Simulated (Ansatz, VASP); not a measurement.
**Two plane-wave programs on Mo**

```
Mo
1.0
     0.00000    1.97584    2.13450
     1.97584    0.00000    2.13450
     1.97584    1.97584    0.00000
Mo
1
Direct
  0.00000 0.00000 0.00000
```

Alike in both runs: task single point; functional PBE; k mesh 22 × 22 × 22; occupations gaussian, width 0.15 eV; no spin polarisation.

|  | VASP | Ansatz |
| --- | --- | --- |
| version | VASP 6.6.1 | Ansatz 0.2.0 |
| potentials or method | VASP PAW PBE potentials, release 64 (Mo_sv) | scalar-relativistic, plane waves, PAW |
| plane-wave cutoff (eV) | 520 | 420 |
| valence electrons in the cell | 14 | 14 |

```tsv
	VASP	Ansatz	Ansatz less VASP
gap on the k mesh at the Fermi level (eV)	none	none	-
pressure (GPa)	-8.0	-8.5	-0.43
largest component of the traceless stress (GPa)	5.85	5.87	+0.019
```

A gap of «none» marks a metal or a gap that the smearing closes.
